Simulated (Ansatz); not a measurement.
# PtS2 (CdCl2 type) under strain

PtS2 (CdCl2 type), relaxed with r2SCAN+rVV10 in Ansatz 0.2.0. Space group R-3m (No. 166), trigonal; conventional cell a = 3.529 Å, c = 16.569 Å, 19.85 Å³ an atom. Pt is surrounded by 6 S at 2.39 Å; S is surrounded by 3 Pt at 2.39 Å.

The axes x, y and z are those of this cell:
```yaml
crystal:
  lattice:
    - [1.76444, 1.01870, 5.52305]
    - [-1.76444, 1.01870, 5.52305]
    - [0.00000, -2.03740, 5.52305]
  atoms:
    - { symbol: Pt, position: [0.00000, 0.00000, 0.00000] }
    - { symbol: S, position: [0.25830, 0.25830, 0.25830] }
    - { symbol: S, position: [0.74170, 0.74170, 0.74170] }
```

Unstrained: With r2SCAN the valence top lies at k = (0.193, 0.193, 0.367) and the conduction bottom at Γ–S₀ (0.70 of the way from Γ), 1.179 eV higher; the smallest vertical gap, at k = (1/4, 1/4, -1/2), is 1.429 eV. The HSE06 gap is indirect, 1.768 eV (Γ to Γ–S₀ (0.70 of the way from Γ)), below the direct gap of 2.090 eV at k = (1/4, 1/4, -1/2). Meshes: r2SCAN 8×8×8, HSE06 6×6×6. Strains are changes of length per length. After each strain the atoms were relaxed again with r2SCAN+rVV10 within the symmetry that the strain leaves, so tilts or polar shifts that break it weren't tested; points keep the names that they have in the unstrained zone. The calculation is spin-unpolarised, and the structure need not be a phase that has been made.

Changes of the least gap in eV (an overlap counts as a negative gap):
```json
{"strain": "epitaxial +1.47 % in the xy plane, free normal strain -1.34 %", "volume change (%)": "+1.6", "space group": "R-3m", "r2SCAN": "-0.033", "HSE06": "-0.100"}
{"strain": "isotropic +0.71 % on every length", "volume change (%)": "+2.1", "space group": "R-3m", "r2SCAN": "+0.072", "HSE06": "–"}
```

Epitaxial +1.47 % in the xy plane, free normal strain -1.34 %. HSE06: the gap goes from 1.768 to 1.668 eV (-0.100 eV); the edges go from Γ → Γ–S₀ (0.70) to Γ → (0.219, 0.219, 0.479); with r2SCAN the top three valence levels at Γ, grouped 1+2 from the top over 553 meV, become 1+2 over 703 meV.

Isotropic +0.71 % on every length. r2SCAN: the gap goes from 1.179 to 1.251 eV (+0.072 eV); the edges go from (0.193, 0.193, 0.367) → Γ–S₀ (0.70) to (0.172, 0.172, 0.344) → (0.221, 0.221, 0.477).

No spin-orbit coupling is included; it can move band edges with weight on the heavy atoms by tenths of an eV.

Where an edge lies off the special points, it is a point of the mesh or the k point where a search put PBE's edge or least direct gap, reused for the other functionals, whose own edges may lie a little apart.

Coordinates of k points refer to the reciprocal vectors of the primitive cell of the runs.

The splittings at Γ are without spin-orbit coupling, which regroups them where it is of like size.
